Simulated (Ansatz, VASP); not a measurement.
This is a calculation of GaAs for Ansatz 0.2.0. 

The input input.yaml:

```yaml
crystal:
  lattice:
    - [0.0, 2.82685, 2.82685]
    - [2.82685, 0.0, 2.82685]
    - [2.82685, 2.82685, 0.0]
  atoms:
    - { symbol: As, position: [0.75, 0.75, 0.75] }
    - { symbol: Ga, position: [0.0, 0.0, 0.0] }
kpoints:
  mp_grid: { grid: [8, 8, 8] }
scf:
  occupations: { method: fermi_dirac, width: 0.05 }
hamiltonian:
  xc: blyp
  dispersion: d4
  pseudopotentials: { kind: all_electron, lapw: { basis_error: 0.001 } }
output:
  forces: true
  stress: true
relax:
  f_tol: 0.005
  max_steps: 60
  cell: {}
```

Potentials or basis: all-electron LAPW, scalar-relativistic.

Command:

```bash
$ ansatz run input.yaml --threads 1 --pin off --max-ram 3072MiB --backend cpu --events-out ev --progress --plain --runs-dir out
```

**Question.** Translate it to VASP 6.6.1. Potentials or basis there: PBE PAW files As, Ga_d, 600 eV.

**Answer.** As run (cutoffs and basis follow the program's own potentials, and thresholds, step limits or extra output files can differ):

The input INCAR:

```
  PREC = Accurate
  ENCUT = 600
  EDIFF = 1E-6
  ISMEAR = -1
  SIGMA = 0.05
  LREAL = F
  LASPH = T
  NELM = 100
  ALGO = Fast
  ISIF = 3
  LWAVE = F
  LCHARG = F
  GGA = B5
  ALDAX = 1.0
  AGGAX = 1.0
  AGGAC = 1.0
  ALDAC = 0.0
  IVDW = 13
  VDW_S6 = 1.0
  VDW_S8 = 2.34076671
  VDW_A1 = 0.44488865
  VDW_A2 = 4.0933009
  IBRION = 2
  NSW = 40
  EDIFFG = -0.005
```

File KPOINTS:

```
Automatic mesh
0
Gamma
  8 8 8
```

POSCAR

```
GaAs
1.0
    0.0000000000      2.8268500000      2.8268500000
    2.8268500000      0.0000000000      2.8268500000
    2.8268500000      2.8268500000      0.0000000000
As Ga
1 1
Direct
    0.7500000000      0.7500000000      0.7500000000
    0.0000000000      0.0000000000      0.0000000000
```

Potentials or basis: VASP PAW PBE potentials, release 64 (As, Ga_d).

Run with:

```bash
$ cat potpaw_PBE.64/As/POTCAR potpaw_PBE.64/Ga_d/POTCAR > POTCAR
$ mpirun -np 1 vasp_std > vasp.out
```

Both were run:

|  | Ansatz | VASP |
| --- | --- | --- |
| Relaxed volume | 22.86 Å³/atom | 22.96 Å³/atom |
| Relaxed cell | a = 4.014 Å, b = 4.014 Å, c = 4.014 Å, α = 60.00°, β = 60.00°, γ = 60.00° | a = 4.020 Å, b = 4.020 Å, c = 4.020 Å, α = 60.00°, β = 60.00°, γ = 60.00° |
| Space group after relaxing | F-43m (No. 216) | F-43m (No. 216) |
| Pressure after relaxing | 0.0 GPa | 0.0 GPa |

VASP's potentials were made for PBE.

Where Ansatz's input types no cutoff or centring, it takes its own default and a Γ-centred mesh.

Pressure is positive in compression.
